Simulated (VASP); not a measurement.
# PbS (Galena) (Fm-3m) in VASP: a series of runs

One crystal, PbS (Galena), is run at these levels: LDA, TB-mBJ, PBE; tasks: G0W0 quasiparticle levels, band structure.

Program: VASP 6.6.1. These are calculated values, not measurements. Logs are shortened: lines on timing, memory, paths and dates and some standing lists are left out, and cuts for length are marked.

## Step 1: The structure

Symmetry: Fm-3m, No. 225, cubic system. Conventional cell: a = 5.931 Å, b = 5.931 Å, c = 5.931 Å, α = 90.00°, β = 90.00°, γ = 90.00°. Pb (site symmetry m-3m) is surrounded by 6 S at 2.97 Å. S (site symmetry m-3m) is surrounded by 6 Pb at 2.97 Å.

## Step 2: G0W0 quasiparticle levels, LDA

The input, POSCAR:

```
PbS
1.0
    0.0000000000      2.9657500000      2.9657500000
    2.9657500000      0.0000000000      2.9657500000
    2.9657500000      2.9657500000      0.0000000000
Pb S
1 1
Direct
    0.0000000000      0.0000000000      0.0000000000
    0.5000000000      0.5000000000      0.5000000000
```

The input, INCAR.step1:

```
PREC     = Accurate       # precision mode
ENCUT    = 450            # plane-wave cutoff, eV
EDIFF    = 1E-8           # SCF threshold, eV
ISMEAR   = 0              # smearing method
SIGMA    = 0.01           # smearing width, eV
LREAL    = F              # projectors in reciprocal space
LASPH    = T              # aspherical terms in the spheres
NELM     = 60             # most SCF steps
ALGO     = Normal         # electronic algorithm
LWAVE    = T              # write WAVECAR
LCHARG   = F              # write CHGCAR
```

The input, INCAR.step2:

```
PREC     = Accurate       # precision mode
ENCUT    = 450            # plane-wave cutoff, eV
EDIFF    = 1E-8           # SCF threshold, eV
ISMEAR   = 0              # smearing method
SIGMA    = 0.01           # smearing width, eV
LREAL    = F              # projectors in reciprocal space
LASPH    = T              # aspherical terms in the spheres
NELM     = 1              # most SCF steps
ALGO     = Exact          # electronic algorithm
LWAVE    = T              # write WAVECAR
LCHARG   = F              # write CHGCAR
NBANDS   = 138            # bands
LOPTICS  = T              # frequency-dependent dielectric function
ISTART   = 1
```

The input, INCAR.step3:

```
PREC     = Accurate       # precision mode
ENCUT    = 450            # plane-wave cutoff, eV
EDIFF    = 1E-8           # SCF threshold, eV
ISMEAR   = 0              # smearing method
SIGMA    = 0.01           # smearing width, eV
LREAL    = F              # projectors in reciprocal space
LASPH    = T              # aspherical terms in the spheres
ALGO     = EVGW0          # electronic algorithm
LWAVE    = T              # write WAVECAR
LCHARG   = F              # write CHGCAR
NELMGW   = 1            
NBANDS   = 138            # bands
ENCUTGW  = 150            # cutoff of the response function
NOMEGA   = 48             # frequency points
PRECFOCK = Fast         
ISTART   = 1            
NBANDSGW = 19
```

The input, INCAR.step4:

```
PREC     = Accurate       # precision mode
ENCUT    = 450            # plane-wave cutoff, eV
EDIFF    = 1E-8           # SCF threshold, eV
ISMEAR   = 0              # smearing method
SIGMA    = 0.01           # smearing width, eV
LREAL    = F              # projectors in reciprocal space
LASPH    = T              # aspherical terms in the spheres
ALGO     = BSE            # electronic algorithm
LWAVE    = F              # write WAVECAR
LCHARG   = F              # write CHGCAR
NBANDS   = 138            # bands
ENCUTGW  = 150            # cutoff of the response function
NBANDSO  = 4            
NBANDSV  = 6            
ANTIRES  = 0            
OMEGAMAX = 20           
PRECFOCK = Fast         
ISTART   = 1            
NBSEEIG  = 10
```

The input, KPOINTS:

```
Automatic mesh
0
Gamma
  4 4 4
```

Potentials or basis: VASP PAW LDA potentials, release 64 (Pb_d_GW, S_GW).

On the command line:

```
> cat potpaw_LDA.64/Pb_d_GW/POTCAR potpaw_LDA.64/S_GW/POTCAR > POTCAR
> cp INCAR.step1 INCAR
> mpirun -np 1 vasp_std > vasp.out
> cp INCAR.step2 INCAR
> mpirun -np 1 vasp_std > vasp.out
> cp INCAR.step3 INCAR
> mpirun -np 1 vasp_std > vasp.out
> cp INCAR.step4 INCAR
> mpirun -np 1 vasp_std > vasp.out
```

OUTCAR:

```text
PREC = Accurate
   ENCUT = 450
   EDIFF = 1E-8
   ISMEAR = 0
   LREAL = F
   LASPH = T
   ENCUTGW = 150
   PRECFOCK = Fast
   ISTART = 1

 ion  position               nearest neighbor table
   1  0.000  0.000  0.000-
   2  0.500  0.500  0.500-

  LATTYP: Found a face centered cubic cell.
 ALAT       =     5.9315000000

  Lattice vectors:

 A1 = (   0.0000000000,   2.9657500000,   2.9657500000)
 A2 = (   2.9657500000,   0.0000000000,   2.9657500000)
 A3 = (   2.9657500000,   2.9657500000,   0.0000000000)

Analysis of symmetry for initial positions (statically):
=====================================================================
 Subroutine PRICEL returns:
 Original cell was already a primitive cell.

 Routine SETGRP: Setting up the symmetry group for a
 face centered cubic supercell.

 Subroutine GETGRP returns: Found 48 space group operations
 (whereof 48 operations were pure point group operations)
 out of a pool of 48 trial point group operations.

The static configuration has the point symmetry O_h .

Analysis of symmetry for dynamics (positions and initial velocities):
=====================================================================
 Subroutine PRICEL returns:
 Original cell was already a primitive cell.

 Routine SETGRP: Setting up the symmetry group for a
 face centered cubic supercell.

 Subroutine GETGRP returns: Found 48 space group operations
 (whereof 48 operations were pure point group operations)
 out of a pool of 48 trial point group operations.

The dynamic configuration has the point symmetry O_h .

 Subroutine INISYM returns: Found 48 space group operations
 (whereof 48 operations are pure point group operations),
 and found     1 'primitive' translations

----------------------------------------------------------------------------------------

                                     Primitive cell

  volume of cell :      52.1715

  direct lattice vectors                    reciprocal lattice vectors
     0.000000000  2.965750000  2.965750000    -0.168591419  0.168591419  0.168591419
     2.965750000  0.000000000  2.965750000     0.168591419 -0.168591419  0.168591419
     2.965750000  2.965750000  0.000000000     0.168591419  0.168591419 -0.168591419

  length of vectors
     4.194203873  4.194203873  4.194203873     0.292008903  0.292008903  0.292008903

  position of ions in fractional coordinates (direct lattice)
     0.000000000  0.000000000  0.000000000
     0.500000000  0.500000000  0.500000000

  ion indices of the primitive-cell ions
   primitive index   ion index
                 1           1
                 2           2

----------------------------------------------------------------------------------------

 KPOINTS: Automatic mesh

Automatic generation of k-mesh.
 Grid dimensions read from file:
 generate k-points for:    4    4    4

 Generating k-lattice:

  Cartesian coordinates                     Fractional coordinates (reciprocal lattice)
    -0.042147855  0.042147855  0.042147855     0.250000000  0.000000000  0.000000000
     0.042147855 -0.042147855  0.042147855     0.000000000  0.250000000  0.000000000
     0.042147855  0.042147855 -0.042147855     0.000000000  0.000000000  0.250000000

  Length of vectors
     0.073002226  0.073002226  0.073002226

  Shift w.r.t. Gamma in fractional coordinates (k-lattice)
     0.000000000  0.000000000  0.000000000

 Subroutine IBZKPT returns following result:
 ===========================================

 Found      8 irreducible k-points:

 Following reciprocal coordinates:
            Coordinates               Weight
  0.000000  0.000000  0.000000      1.000000
  0.250000  0.000000  0.000000      8.000000
  0.500000  0.000000  0.000000      4.000000
  0.250000  0.250000  0.000000      6.000000
  0.500000  0.250000  0.000000     24.000000
 -0.250000  0.250000  0.000000     12.000000
  0.500000  0.500000  0.000000      3.000000
 -0.250000  0.500000  0.250000      6.000000
   k-points           NKPTS =      8   k-points in BZ     NKDIM =     64   number of bands    NBANDS=    138
   number of dos      NEDOS =    301   number of ions     NIONS =      2
   total plane-waves  NPLWV =  27000
   dimension x,y,z NGX =    30 NGY =   30 NGZ =   30
   dimension x,y,z NGXF=    60 NGYF=   60 NGZF=   60
   ions per type =               1   1
   NGX,Y,Z   is equivalent  to a cutoff of  11.89, 11.89, 11.89 a.u.
   NGXF,Y,Z  is equivalent  to a cutoff of  23.78, 23.78, 23.78 a.u.
 SYSTEM =  unknown system
   PREC   = accura    normal or accurate (medium, high low for compatibility)
   ISTART =      1    job   : 0-new  1-cont  2-samecut
   ICHARG =      0    charge: 1-file 2-atom 10-const
   ISPIN  =      1    spin polarized calculation?
   LNONCOLLINEAR =      F non collinear calculations
   LSORBIT =      F    spin-orbit coupling
   LASPH  =      T    aspherical Exc in radial PAW
   ENCUT  =  450.0 eV  33.07 Ry    5.75 a.u.   7.25  7.25  7.25*2*pi/ulx,y,z
   NELM   =     60;   NELMIN=  2; NELMDL=  0     # of ELM steps
   EDIFF  = 0.1E-07   stopping-criterion for ELM
   LREAL  =      F    real-space projection
   EDIFFG = 0.1E-06   stopping-criterion for IOM
   NSW    =      0    number of steps for IOM
   IBRION =     -1    ionic relax: 0-MD 1-quasi-New 2-CG
   NFREE  =      0    steps in history (QN), initial steepest desc. (CG)
   ISIF   =      0    stress and relaxation
   ISYM   =      3    0-nonsym 1-usesym 2-fastsym
   POTIM  = 0.5000    time-step for ionic-motion
   TEBEG  =    0.0;   TEEND  =   0.0 temperature during run
   PSTRESS=    0.0 pullay stress
   NELECT =      22.0000    total number of electrons
   NUPDOWN=      -1.0000    fix difference up-down
   EMIN   =  10.00;   EMAX   =-10.00  energy-range for DOS
   EFERMI =   0.00;   METHOD = LEGACY
   ISMEAR =     0;   SIGMA  =   0.01  broadening in eV -4-tet -1-fermi 0-gaus
   EFERMI_NEDOS =   21; number of points for ismear=-14 and -15
   IALGO  =     38    algorithm
   IMIX   =      4    mixing-type and parameters
     AMIX     =   0.40;   BMIX     =  1.00
     AMIX_MAG =   1.60;   BMIX_MAG =  1.00
  volume/ion in A,a.u.               =      26.09       176.04
  Fermi-wavevector in a.u.,A,eV,Ry     =   1.227640  2.319904 20.505355  1.507101
  Thomas-Fermi vector in A             =   2.362596
   LORBIT       =      0    0 simple, 1 ext, 2 COOP (PROOUT), +10 PAW based schemes
   GGA     = CA    functional components
   LHFCALC =     T    Hartree Fock is set to
   PRECFOCK=fast      Normal, Fast or Accurate (Low or Medium for compatibility)
   ENCUT4O =  -1.0   cutoff for four orbital integrals eV
   NKREDX  =     1    reduce k-point grid by
   NKREDY  =     1    reduce k-point grid by
   NKREDZ  =     1    reduce k-point grid by
   AEXX    =    1.0000 exact exchange contribution
   HFSCREEN=    0.0000 screening length (either q_TF or 0.3 A-1)
   HFSCREENC=   0.0000 screening length for correlation (either q_TF or 0.3 A-1)
   ENCUTFOCK=  -1.0 apply spherical cutoff to Coloumb kernel
   IVDW    =     0    specifies the selected vdW correction
   LEPSILON=     F    determine dielectric tensor
   LRPA    =     F    only Hartree local field effects (RPA)
   LRPAFORCE           =     F    calculate RPA forces
   ENCUTGW             = 150.0    cutoff for response function in eV
   ENCUTGWSOFT         = 120.0    soft cutoff for Coulomb kernel in GW response function in eV
   ENCUTLF             =  -1.0    cutoff for local field effects
   NELMGW              =     1    number of iterations in solving QP/BSE equation
   NELMHF              =     1    number of iterations in the inner HF iteration
   NKREDLFX            =     1    NKREDLFY  =   1   NKREDLFZ  =   1
 non-spin polarized calculation
 Gauss-broadening in eV      SIGMA  =   0.01
  energy-cutoff  :      450.00
  volume of cell :       52.17
 maximum number of plane-waves:      1158
 NGX is ok and might be reduce to    30
  NGX = 16; NGY = 16; NGZ = 16
   NGX = 15   NGY = 15   NGZ = 15
 maximum number of plane-waves:       229

 BSE (scaLAPACK) attempting allocation of   0.034 Gbyte  rank=   1456

=======================================================================
```

It took 4.2 min on 1 thread of AMD EPYC 9R45 (Zen 5), shared host; peak memory 0.43 GiB.

What came out:

| Quantity | Value |
| --- | --- |
| Band gap on the k mesh, mean-field level | 0.20 eV, direct |
| Quasiparticle gap | 1.25 eV |
| Least direct quasiparticle gap | 1.25 eV |

Dielectric function (mean over the directions given):
| energy (eV) | real part | imaginary part |
| --- | --- | --- |
| 0.32 | 87.52 | 4.68 |
| 1.04 | 34.75 | 337.96 |
| 1.52 | -32.54 | 14.50 |
| 2.00 | 5.80 | 6.06 |
| 2.48 | 48.05 | 31.24 |
| 3.04 | -29.43 | 18.04 |
| 3.52 | 6.18 | 8.59 |
| 4.00 | -28.59 | 30.82 |
| 4.48 | -15.05 | 12.90 |
| 4.96 | -6.11 | 12.21 |
| 5.53 | -8.25 | 1.41 |
| 6.01 | -4.42 | 5.41 |
| 6.49 | -2.88 | 3.31 |
| 6.97 | -3.89 | 3.60 |
| 7.45 | -2.18 | 0.91 |
| 8.01 | 0.79 | 3.31 |
| 8.49 | -3.90 | 2.56 |
| 8.97 | -2.48 | 1.70 |
| 9.45 | -0.46 | 4.14 |
| 9.93 | -1.42 | 2.29 |
| 10.49 | -1.83 | 1.21 |
| 10.97 | 0.31 | 3.36 |
| 11.45 | -2.37 | 2.30 |
| 11.93 | -2.72 | 1.42 |
| 12.41 | -1.27 | 0.92 |
| 12.97 | -1.12 | 2.04 |
| 13.45 | -1.00 | 1.85 |
| 13.93 | -0.99 | 1.62 |
| 14.41 | -0.69 | 0.93 |
| 14.89 | -1.29 | 0.65 |
| 15.46 | -1.18 | 0.27 |
| 15.94 | -0.98 | 0.37 |
| 16.42 | -1.36 | 0.64 |
| 16.90 | -0.78 | 0.07 |
| 17.38 | -0.49 | 0.11 |
| 17.94 | -0.40 | 0.05 |
| 18.42 | -0.31 | 0.04 |
| 18.90 | -0.19 | 0.05 |
| 19.38 | -0.09 | 0.06 |
| 19.94 | -0.06 | 0.02 |

Lowest excitation energies (eV) and strengths:
| energy | strength |
| --- | --- |
| 1.038 | 0.0001 |
| 1.041 | 312 |
| 1.041 | 312 |
| 1.041 | 312 |
| 2.619 | 67.7 |
| 2.619 | 67.7 |
| 2.619 | 67.7 |
| 2.637 | 0 |
| 2.637 | 0 |
| 2.637 | 0 |

Caveat: the k mesh is coarse (spacing up to 0.46 Å⁻¹), so the values aren't converged; bands, screening cutoff and mesh are small and nothing is extrapolated, so the quasiparticle values aren't converged; spectra need much finer meshes, so this one isn't converged; spin-orbit coupling is left out, which as a rule narrows the gap of such compounds by several tenths of an eV. A k mesh can miss the band edges.

## Step 3: Band structure, TB-mBJ

POSCAR is that of step 2.

The input, INCAR.step1:

```
PREC = Accurate ; ENCUT = 520
EDIFF = 1E-5 ; ISMEAR = 0
SIGMA = 0.02 ; LREAL = False
LASPH = True ; NELM = 100
ALGO = Normal ; ISIF = 2
LWAVE = True ; LCHARG = False
GGA = PE
```

The input, INCAR.step2:

```
PREC = Accurate ; ENCUT = 520
EDIFF = 1E-7 ; ISMEAR = 0
SIGMA = 0.02 ; LREAL = False
LASPH = True ; NELM = 100
ALGO = Normal ; ISIF = 2
LWAVE = False ; LCHARG = False
METAGGA = MBJ ; ISTART = 1
```

The input, KPOINTS:

```
Automatic mesh
0
Gamma
  8 8 8
```

The input, KPOINTS_OPT:

```
path GXWKGLUWLK,UX
10
line-mode
reciprocal
 0.0000000000  0.0000000000  0.0000000000  G
 0.5000000000  0.0000000000  0.5000000000  X

 0.5000000000  0.0000000000  0.5000000000  X
 0.5000000000  0.2500000000  0.7500000000  W

 0.5000000000  0.2500000000  0.7500000000  W
 0.3750000000  0.3750000000  0.7500000000  K

 0.3750000000  0.3750000000  0.7500000000  K
 0.0000000000  0.0000000000  0.0000000000  G

 0.0000000000  0.0000000000  0.0000000000  G
 0.5000000000  0.5000000000  0.5000000000  L

 0.5000000000  0.5000000000  0.5000000000  L
 0.6250000000  0.2500000000  0.6250000000  U

 0.6250000000  0.2500000000  0.6250000000  U
 0.5000000000  0.2500000000  0.7500000000  W

 0.5000000000  0.2500000000  0.7500000000  W
 0.5000000000  0.5000000000  0.5000000000  L

 0.5000000000  0.5000000000  0.5000000000  L
 0.3750000000  0.3750000000  0.7500000000  K

 0.6250000000  0.2500000000  0.6250000000  U
 0.5000000000  0.0000000000  0.5000000000  X
```

Potentials or basis: VASP PAW PBE potentials, release 64 (Pb_d, S).

On the command line:

```
> cat potpaw_PBE.64/Pb_d/POTCAR potpaw_PBE.64/S/POTCAR > POTCAR
> cp INCAR.step1 INCAR
> mpirun -np 1 vasp_std > vasp.out
> cp INCAR.step2 INCAR
> mpirun -np 1 vasp_std > vasp.out
```

It took 97 s on 1 thread of Intel Xeon Platinum 8488C (Sapphire Rapids), shared host; peak memory 0.21 GiB.

Results (log left out):

```
Band gap on the k mesh  : 1.08 eV, direct
Band gap along the path : 1.08 eV, direct
```

Levels at the corners of the path, in eV from the valence-band top:
```
point  band 7  band 8  band 9  band 10  band 11  band 12  band 13  band 14
    Γ   -5.68   -2.37   -2.37    -2.37     5.72     5.72     5.72     7.21
    X   -6.82   -5.06   -3.50    -3.50     4.57     6.06     6.15     6.15
    X   -6.82   -5.06   -3.50    -3.50     4.57     6.06     6.15     6.15
    W   -7.60   -4.36   -4.36    -1.18     2.73     5.16     5.16     8.71
    W   -7.60   -4.36   -4.36    -1.18     2.73     5.16     5.16     8.71
    K   -7.64   -4.67   -3.03    -2.42     3.81     4.52     5.52     6.85
    K   -7.64   -4.67   -3.03    -2.42     3.81     4.52     5.52     6.85
    Γ   -5.68   -2.37   -2.37    -2.37     5.72     5.72     5.72     7.21
    Γ   -5.68   -2.37   -2.37    -2.37     5.72     5.72     5.72     7.21
    L   -8.54   -2.00   -2.00     0.00     1.08     2.43     2.43     9.62
    L   -8.54   -2.00   -2.00     0.00     1.08     2.43     2.43     9.62
    U   -7.64   -4.67   -3.03    -2.42     3.81     4.52     5.52     6.85
    U   -7.64   -4.67   -3.03    -2.42     3.81     4.52     5.52     6.85
    W   -7.60   -4.36   -4.36    -1.18     2.73     5.16     5.16     8.71
    W   -7.60   -4.36   -4.36    -1.18     2.73     5.16     5.16     8.71
    L   -8.54   -2.00   -2.00     0.00     1.08     2.43     2.43     9.62
    L   -8.54   -2.00   -2.00     0.00     1.08     2.43     2.43     9.62
    K   -7.64   -4.67   -3.03    -2.42     3.81     4.52     5.52     6.85
    U   -7.64   -4.67   -3.03    -2.42     3.81     4.52     5.52     6.85
    X   -6.82   -5.06   -3.50    -3.50     4.57     6.06     6.15     6.15
```

Caveat: spin-orbit coupling is left out, which as a rule narrows the gap of such compounds by several tenths of an eV.

(Continued in part 2 of 2.)
